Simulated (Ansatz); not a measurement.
Here is an Ansatz 0.2.0 calculation.

The input input.yaml:

```yaml
crystal:
  lattice:
    - [-3.80268156, -0.05658243, -0.02181512]
    - [-0.02191438, -0.03167986, -4.13033488]
    - [-0.11316485, -7.97351199, -0.06307272]
  atoms:
    - { symbol: Ba, position: [0.04486322, 0.90916552, 0.49511477] }
    - { symbol: Ba, position: [0.00814907, 0.9218096, 0.02441397] }
    - { symbol: Ti, position: [0.45719229, 0.52057169, 0.20538669] }
    - { symbol: Ti, position: [0.50231709, 0.47064326, 0.76225275] }
    - { symbol: O, position: [0.48144089, 0.03993233, 0.24039032] }
    - { symbol: O, position: [0.45628989, 0.07297889, 0.69356516] }
    - { symbol: O, position: [0.5380255, 0.54058565, 0.44980358] }
    - { symbol: O, position: [0.5290554, 0.55799572, 0.03050014] }
    - { symbol: O, position: [0.98202325, 0.45739828, 0.26038045] }
    - { symbol: O, position: [0.00064341, 0.50891906, 0.83819216] }
hamiltonian:
  xc: pbe
  pseudopotentials: { kind: paw }
kpoints:
  mp_grid: { grid: [7, 7, 4] }
scf:
  occupations: { method: fermi_dirac, width: 0.05 }
output:
  forces: true
  stress: true
  eigenvalues: true
```

Potentials or basis: Ansatz PAW.

Command:

```sh
$ ansatz run input.yaml --threads 4 --pin off --max-ram 11264MiB --backend cpu --events-out ev --progress --plain --runs-dir out
```

(1) What does it give for the largest force?

(2) Estimate the pressure.

(3) Predict the band gap on the k mesh.

## Answers

(1) 26.630 eV/Å.

(2) 36.7 GPa.

(3) 0.33 eV, indirect (least direct gap 0.44 eV).

Caveat: odd divisions of the mesh miss points on the zone boundary, where band edges often lie, so the gap on the mesh can be too wide; so large a pressure means that the cell lies far from this level's equilibrium, or that cutoff or potentials fall short; the pressure holds a Pulay correction of +0.6 GPa for the finite cutoff; spin-orbit coupling is left out, which moves the levels of the heavy elements; forces of over 1 eV/Å show positions far from the minimum, so gaps and moduli don't describe the material at rest.
